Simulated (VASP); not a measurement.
# NiSb (P6_3/mmc) in VASP: single point with PBE+U

Aim: the single point of NiSb with PBE+U.

Everything below comes from runs of VASP 6.6.1. Logs are shortened: lines on timing, memory, paths and dates and some standing lists are left out, and cuts for length are marked.

**1. The crystal as given**

The structure is hexagonal, space group P6_3/mmc (No. 194). The conventional cell has a = 3.940 Å, b = 3.940 Å, c = 5.140 Å, α = 90.00°, β = 90.00°, γ = 120.00°. Ni (site symmetry -3m) is surrounded by 2 Ni at 2.57 Å and 6 Sb at 2.61 Å. Sb (site symmetry -6m2) has 6 Ni at 2.61 Å as nearest neighbours.

**2. Single point, PBE+U, collinear spin, typed start**

Contents of INCAR:

```
PREC = Accurate
ENCUT = 520
EDIFF = 1E-7
ISMEAR = 0
SIGMA = 0.1
LREAL = False
LASPH = True
NELM = 150
ALGO = Fast
ISIF = 2
LWAVE = False
LCHARG = False
ISPIN = 2
MAGMOM = 2 2 0 0
LORBIT = 11
LMAXMIX = 4
LDAU = True
LDAUTYPE = 2
LDAUL = 2 -1
LDAUU = 6.1 0
LDAUJ = 0 0
LDAUPRINT = 1
GGA = PE
NBANDS = 27
```

Contents of KPOINTS:

```
Automatic mesh
0
Gamma
  8 8 6
```

Contents of POSCAR:

```
NiSb
1.0
    3.9399999600      0.0000000000      0.0000000000
   -1.9699999800      3.4121400600      0.0000000000
    0.0000000000      0.0000000000      5.1400000000
Ni Sb
2 2
Direct
    0.0000000000      0.0000000000      0.0000000000
    0.0000000000      0.0000000000      0.5000000000
    0.3333333300      0.6666666700      0.2500000000
    0.6666666700      0.3333333300      0.7500000000
```

Potentials or basis: VASP PAW PBE potentials, release 64 (Ni, Sb).

Launch:

```sh
> cat potpaw_PBE.64/Ni/POTCAR potpaw_PBE.64/Sb/POTCAR > POTCAR
> mpirun -np 1 vasp_std > vasp.out
```

OUTCAR:

```text
PREC = Accurate
   ENCUT = 520
   EDIFF = 1E-7
   ISMEAR = 0
   LREAL = False
   LASPH = True
   NELM = 150
   ISIF = 2
   ISPIN = 2
   LORBIT = 11
   GGA = PE

 ion  position               nearest neighbor table
   1  0.000  0.000  0.000-   2 2.57   2 2.57   4 2.61   3 2.61   4 2.61   3 2.61   4 2.61   3 2.61

   2  0.000  0.000  0.500-   1 2.57   1 2.57   4 2.61   3 2.61   4 2.61   3 2.61   4 2.61   3 2.61

   3  0.333  0.667  0.250-   1 2.61   2 2.61   1 2.61   2 2.61   1 2.61   2 2.61   4 3.43   4 3.43
                             4 3.43   4 3.43   4 3.43   4 3.43
   4  0.667  0.333  0.750-   1 2.61   2 2.61   1 2.61   2 2.61   1 2.61   2 2.61   3 3.43   3 3.43
                             3 3.43   3 3.43   3 3.43   3 3.43

  LATTYP: Found a hexagonal cell.
 ALAT       =     3.9399999600
 C/A-ratio  =     1.3045685412

  Lattice vectors:

 A1 = (   3.9399999600,   0.0000000000,   0.0000000000)
 A2 = (  -1.9699999800,   3.4121400600,   0.0000000000)
 A3 = (   0.0000000000,   0.0000000000,   5.1400000000)

Analysis of symmetry for initial positions (statically):
=====================================================================
 Subroutine PRICEL returns:
 Original cell was already a primitive cell.

 Routine SETGRP: Setting up the symmetry group for a
 hexagonal supercell.

 Subroutine GETGRP returns: Found 24 space group operations
 (whereof 12 operations were pure point group operations)
 out of a pool of 24 trial point group operations.

The static configuration has the point symmetry D_3d.
 The point group associated with its full space group is D_6h.

Analysis of symmetry for dynamics (positions and initial velocities):
=====================================================================
 Subroutine PRICEL returns:
 Original cell was already a primitive cell.

 Routine SETGRP: Setting up the symmetry group for a
 hexagonal supercell.

 Subroutine GETGRP returns: Found 24 space group operations
 (whereof 12 operations were pure point group operations)
 out of a pool of 24 trial point group operations.

The dynamic configuration has the point symmetry D_3d.
 The point group associated with its full space group is D_6h.

Analysis of structural, dynamic, and magnetic symmetry:
=====================================================================
 Subroutine PRICEL returns:
 Original cell was already a primitive cell.

 Routine SETGRP: Setting up the symmetry group for a
 hexagonal supercell.

 Subroutine GETGRP returns: Found 24 space group operations
 (whereof 12 operations were pure point group operations)
 out of a pool of 24 trial point group operations.

The overall configuration has the point symmetry D_3d.
 The point group associated with its full space group is D_6h.

 Subroutine INISYM returns: Found 24 space group operations
 (whereof 12 operations are pure point group operations),
 and found     1 'primitive' translations

----------------------------------------------------------------------------------------

                                     Primitive cell

  volume of cell :      69.1013

  direct lattice vectors                    reciprocal lattice vectors
     3.939999960  0.000000000  0.000000000     0.253807109  0.146535603  0.000000000
    -1.969999980  3.412140060  0.000000000     0.000000000  0.293071205  0.000000000
     0.000000000  0.000000000  5.140000000     0.000000000  0.000000000  0.194552529

  length of vectors
     3.939999960  3.939999963  5.140000000     0.293071206  0.293071205  0.194552529

  position of ions in fractional coordinates (direct lattice)
     0.000000000  0.000000000  0.000000000
     0.000000000  0.000000000  0.500000000
     0.333333330  0.666666670  0.250000000
     0.666666670  0.333333330  0.750000000

  ion indices of the primitive-cell ions
[... 89 lines left out ...]
   NUPDOWN=      -1.0000    fix difference up-down
   EMIN   =  10.00;   EMAX   =-10.00  energy-range for DOS
   EFERMI =   0.00;   METHOD = LEGACY
   ISMEAR =     0;   SIGMA  =   0.10  broadening in eV -4-tet -1-fermi 0-gaus
   EFERMI_NEDOS =   21; number of points for ismear=-14 and -15
   IALGO  =     68    algorithm
   IMIX   =      4    mixing-type and parameters
     AMIX     =   0.40;   BMIX     =  1.00
     AMIX_MAG =   1.60;   BMIX_MAG =  1.00
  volume/ion in A,a.u.               =      17.28       116.58
  Fermi-wavevector in a.u.,A,eV,Ry     =   1.239614  2.342531 20.907300  1.536643
  Thomas-Fermi vector in A             =   2.374090
   LORBIT       =     11    0 simple, 1 ext, 2 COOP (PROOUT), +10 PAW based schemes
 LDA+U is selected, type is set to LDAUTYPE =  2
   angular momentum for each species LDAUL =     2   -1
   U (eV)           for each species LDAUU =   6.1  0.0
   J (eV)           for each species LDAUJ =   0.0  0.0
   GGA     = PE    functional components
   LHFCALC =     F    Hartree Fock is set to
   AEXX    =    0.0000 exact exchange contribution
   IVDW    =     0    specifies the selected vdW correction
   LEPSILON=     F    determine dielectric tensor
   LRPA    =     F    only Hartree local field effects (RPA)
 spin polarized calculation
 RMM-DIIS sequential band-by-band and
 Gauss-broadening in eV      SIGMA  =   0.10
  energy-cutoff  :      520.00
  volume of cell :       69.10
 maximum number of plane-waves:      1892
 NGX is ok and might be reduce to    30
   NGX = 15   NGY = 15   NGZ = 19

 number of electron      30.0000030 magnetization       0.0000101

atom =   1  type =  1  l = 2

 onsite density matrix

spin component  1

  0.8827  0.0000 -0.0000  0.0487  0.0000
  0.0000  0.8733  0.0000  0.0000  0.0487
 -0.0000  0.0000  0.9031 -0.0000  0.0000
  0.0487  0.0000 -0.0000  0.8733  0.0000
  0.0000  0.0487  0.0000  0.0000  0.8827

spin component  2

  0.8827  0.0000 -0.0000  0.0487  0.0000
  0.0000  0.8733  0.0000  0.0000  0.0487
 -0.0000  0.0000  0.9031 -0.0000  0.0000
  0.0487  0.0000 -0.0000  0.8733  0.0000
  0.0000  0.0487  0.0000  0.0000  0.8827

 occupancies and eigenvectors

  o =  0.8291  v = -0.6722  0.0000 -0.0000  0.7404  0.0000  0.0000  0.0000  0.0000  0.0000  0.0000      0.0000  0.0000  0.0000  0.0000  0.0000  0.0000  0.0000  0.0000  0.0000  0.0000
  o =  0.8291  v =  0.0000 -0.7404 -0.0000 -0.0000  0.6722  0.0000  0.0000  0.0000  0.0000  0.0000      0.0000  0.0000  0.0000  0.0000  0.0000  0.0000  0.0000  0.0000  0.0000  0.0000
  o =  0.8291  v =  0.0000  0.0000  0.0000  0.0000  0.0000  0.6722  0.0000  0.0000 -0.7404 -0.0000      0.0000  0.0000  0.0000  0.0000  0.0000  0.0000  0.0000  0.0000  0.0000  0.0000
  o =  0.8291  v =  0.0000  0.0000  0.0000  0.0000  0.0000 -0.0000  0.7404  0.0000  0.0000 -0.6722      0.0000  0.0000  0.0000  0.0000  0.0000  0.0000  0.0000  0.0000  0.0000  0.0000
  o =  0.9031  v =  0.0000  0.0000 -1.0000 -0.0000  0.0000  0.0000  0.0000  0.0000  0.0000  0.0000      0.0000  0.0000  0.0000  0.0000  0.0000  0.0000  0.0000  0.0000  0.0000  0.0000
  o =  0.9031  v =  0.0000  0.0000  0.0000  0.0000  0.0000 -0.0000  0.0000 -1.0000 -0.0000  0.0000      0.0000  0.0000  0.0000  0.0000  0.0000  0.0000  0.0000  0.0000  0.0000  0.0000
  o =  0.9269  v = -0.7404  0.0000  0.0000 -0.6722 -0.0000  0.0000  0.0000  0.0000  0.0000  0.0000      0.0000  0.0000  0.0000  0.0000  0.0000  0.0000  0.0000  0.0000  0.0000  0.0000
  o =  0.9269  v =  0.0000 -0.6722 -0.0000  0.0000 -0.7404  0.0000  0.0000  0.0000  0.0000  0.0000      0.0000  0.0000  0.0000  0.0000  0.0000  0.0000  0.0000  0.0000  0.0000  0.0000
  o =  0.9269  v =  0.0000  0.0000  0.0000  0.0000  0.0000  0.7404 -0.0000 -0.0000  0.6722 -0.0000      0.0000  0.0000  0.0000  0.0000  0.0000  0.0000  0.0000  0.0000  0.0000  0.0000
  o =  0.9269  v =  0.0000  0.0000  0.0000  0.0000  0.0000  0.0000  0.6722  0.0000  0.0000  0.7404      0.0000  0.0000  0.0000  0.0000  0.0000  0.0000  0.0000  0.0000  0.0000  0.0000

atom =   2  type =  1  l = 2

 onsite density matrix

spin component  1

  0.8827 -0.0000 -0.0000 -0.0487 -0.0000
 -0.0000  0.8733 -0.0000  0.0000 -0.0487
 -0.0000 -0.0000  0.9031  0.0000  0.0000
 -0.0487  0.0000  0.0000  0.8733 -0.0000
 -0.0000 -0.0487  0.0000 -0.0000  0.8827

spin component  2

  0.8827 -0.0000 -0.0000 -0.0487 -0.0000
 -0.0000  0.8733 -0.0000  0.0000 -0.0487
 -0.0000 -0.0000  0.9031  0.0000  0.0000
 -0.0487  0.0000  0.0000  0.8733 -0.0000
 -0.0000 -0.0487  0.0000 -0.0000  0.8827

 occupancies and eigenvectors

  o =  0.8291  v =  0.6722  0.0000  0.0000  0.7404  0.0000  0.0000  0.0000  0.0000  0.0000  0.0000      0.0000  0.0000  0.0000  0.0000  0.0000  0.0000  0.0000  0.0000  0.0000  0.0000
  o =  0.8291  v =  0.0000 -0.7404  0.0000  0.0000 -0.6722  0.0000  0.0000  0.0000  0.0000  0.0000      0.0000  0.0000  0.0000  0.0000  0.0000  0.0000  0.0000  0.0000  0.0000  0.0000
  o =  0.8291  v =  0.0000  0.0000  0.0000  0.0000  0.0000  0.6722  0.0000  0.0000  0.7404  0.0000      0.0000  0.0000  0.0000  0.0000  0.0000  0.0000  0.0000  0.0000  0.0000  0.0000
  o =  0.8291  v =  0.0000  0.0000  0.0000  0.0000  0.0000  0.0000  0.7404 -0.0000 -0.0000  0.6722      0.0000  0.0000  0.0000  0.0000  0.0000  0.0000  0.0000  0.0000  0.0000  0.0000
  o =  0.9031  v =  0.0000  0.0000  1.0000 -0.0000 -0.0000  0.0000  0.0000  0.0000  0.0000  0.0000      0.0000  0.0000  0.0000  0.0000  0.0000  0.0000  0.0000  0.0000  0.0000  0.0000
  o =  0.9031  v =  0.0000  0.0000  0.0000  0.0000  0.0000  0.0000  0.0000  1.0000 -0.0000 -0.0000      0.0000  0.0000  0.0000  0.0000  0.0000  0.0000  0.0000  0.0000  0.0000  0.0000
  o =  0.9269  v = -0.7404  0.0000  0.0000  0.6722  0.0000  0.0000  0.0000  0.0000  0.0000  0.0000      0.0000  0.0000  0.0000  0.0000  0.0000  0.0000  0.0000  0.0000  0.0000  0.0000
  o =  0.9269  v =  0.0000 -0.6722  0.0000 -0.0000  0.7404  0.0000  0.0000  0.0000  0.0000  0.0000      0.0000  0.0000  0.0000  0.0000  0.0000  0.0000  0.0000  0.0000  0.0000  0.0000
  o =  0.9269  v =  0.0000  0.0000  0.0000  0.0000  0.0000 -0.7404  0.0000  0.0000  0.6722  0.0000      0.0000  0.0000  0.0000  0.0000  0.0000  0.0000  0.0000  0.0000  0.0000  0.0000
  o =  0.9269  v =  0.0000  0.0000  0.0000  0.0000  0.0000  0.0000  0.6722 -0.0000  0.0000 -0.7404      0.0000  0.0000  0.0000  0.0000  0.0000  0.0000  0.0000  0.0000  0.0000  0.0000

 number of electron      30.0000030 magnetization      -0.0000270

 Free energy of the ion-electron system (eV)
  ---------------------------------------------------
  ext. energy  EPLUGINS =         0.00000000
  ---------------------------------------------------
  free energy    TOTEN  =       -13.31876276 eV

  energy without entropy =      -13.31370773  energy(sigma->0) =      -13.31623524

 E-fermi :   9.5509     XC(G=0): -11.4312

 val. band max:        9.4925194570   @ k =   0.3750  -0.0000   0.0000
 cond. band min:       9.5511198685   @ k =   0.3750   0.1250   0.0000
 fundamental gap:      0.0586004115
 Fermi energy:         9.5508725196

 spin component 1

 k-point     1 :       0.0000    0.0000    0.0000
  band No.  band energies     occupation
      1      -3.0814      1.00000
      2       1.3651      1.00000
      3       3.4872      1.00000
      4       5.3839      1.00000
      5       5.3839      1.00000
      6       5.7487      1.00000
[... 1433 lines left out ...]
     26      20.7903      0.00000
     27      21.2000      0.00000

 [... further k-points ...]
[... 5 lines left out ...]
  --------------------------------------------------------------------------------------
  -------------------------------------------------------------------------------------
  Total       -1.3441210     -1.3441210     -0.8896875      0.0000000      0.0000000     -0.0000000
  in kB      -31.1646863    -31.1646863    -20.6282266      0.0000000      0.0000000     -0.0000000
  external PRESSURE =     -27.6525331 kB  Pullay stress =       0.0000000 kB

 VOLUME and BASIS-vectors are now :
 -----------------------------------------------------------------------------
  energy-cutoff  :      520.00
  volume of cell :       69.10
      direct lattice vectors                 reciprocal lattice vectors
     3.939999960  0.000000000  0.000000000     0.253807109  0.146535603  0.000000000
    -1.969999980  3.412140060  0.000000000     0.000000000  0.293071205  0.000000000
     0.000000000  0.000000000  5.140000000     0.000000000  0.000000000  0.194552529

 POSITION                                       TOTAL-FORCE (eV/Angst)
 -----------------------------------------------------------------------------------
      0.00000      0.00000      0.00000        -0.000000      0.000000      0.000000
      0.00000      0.00000      2.57000        -0.000000      0.000000      0.000000
     -0.00000      2.27476      1.28500         0.000000     -0.000000      0.000000
      1.97000      1.13738      3.85500        -0.000000      0.000000     -0.000000
 -----------------------------------------------------------------------------------
    total drift:                                0.000000     -0.000000      0.000000

  FREE ENERGIE OF THE ION-ELECTRON SYSTEM (eV)
  ---------------------------------------------------
  free  energy   TOTEN  =       -13.3187627615 eV

  energy  without entropy=      -13.3137077255  energy(sigma->0) =      -13.31623524

 total charge

# of ion       s       p       d       tot
------------------------------------------
    1        0.412   0.429   8.794   9.635
    2        0.412   0.429   8.794   9.635
    3        1.144   1.185   0.065   2.394
    4        1.144   1.185   0.065   2.394
--------------------------------------------------
tot          3.112   3.228  17.718  24.058

 magnetization (x)

# of ion       s       p       d       tot
------------------------------------------
    1        0.000   0.000  -0.000  -0.000
    2        0.000   0.000  -0.000  -0.000
    3       -0.000   0.000   0.000   0.000
    4       -0.000   0.000   0.000   0.000
--------------------------------------------------
tot         -0.000   0.000  -0.000  -0.000
```

It took 3.3 min on 1 thread of Intel Xeon Platinum 8375C at 2.90GHz (Ice Lake), shared host; peak memory 0.28 GiB.

What came out:

```
Free energy                                           : -13.3188 eV
Pressure                                              : -2.8 GPa
Band gap on the k mesh                                : none (metal or under the smearing width)
Net moment                                            : 0.00 μB per cell
Valence electrons inside the program's atomic spheres : Ni 9.63; Sb 2.39
```

Levels at points of the mesh, in eV from the Fermi level:
Spin up:
```csv
k point,band 12,band 13,band 14,band 15,band 16,band 17,band 18,band 19
"(0.00, 0.00, 0.00)",-1.87,-0.61,0.97,0.97,2.40,2.40,3.43,4.15
"(0.50, 0.00, 0.00)",-2.53,-2.21,-1.96,-1.86,-0.54,1.02,3.45,3.95
"(0.00, 0.00, 0.50)",-2.84,0.32,0.32,2.18,2.18,2.18,2.18,5.42
"(0.50, 0.00, 0.50)",-2.57,-2.40,-2.40,0.26,0.26,1.76,1.76,5.39
```
Spin down:
```csv
k point,band 13,band 14,band 15,band 16,band 17,band 18
"(0.00, 0.00, 0.00)",-0.61,0.97,0.97,2.40,2.40,3.43
"(0.50, 0.00, 0.00)",-2.21,-1.96,-1.86,-0.54,1.02,3.45
"(0.00, 0.00, 0.50)",0.32,0.32,2.18,2.18,2.18,2.18
"(0.50, 0.00, 0.50)",-2.40,-2.40,0.26,0.26,1.76,1.76
```

Eigenvalues of the final occupation matrices:
```tsv
site	spin	trace	eigenvalues
site 1 d	1	4.42	0.83 0.83 0.90 0.93 0.93
site 1 d	2	4.42	0.83 0.83 0.90 0.93 0.93
site 2 d	1	4.42	0.83 0.83 0.90 0.93 0.93
site 2 d	2	4.42	0.83 0.83 0.90 0.93 0.93
```

Caveat: the starting moments collapsed, and a magnetic state may lie lower; the U is typed as a test and isn't derived for this compound. The state reached can hang on the start; a lower one may exist.
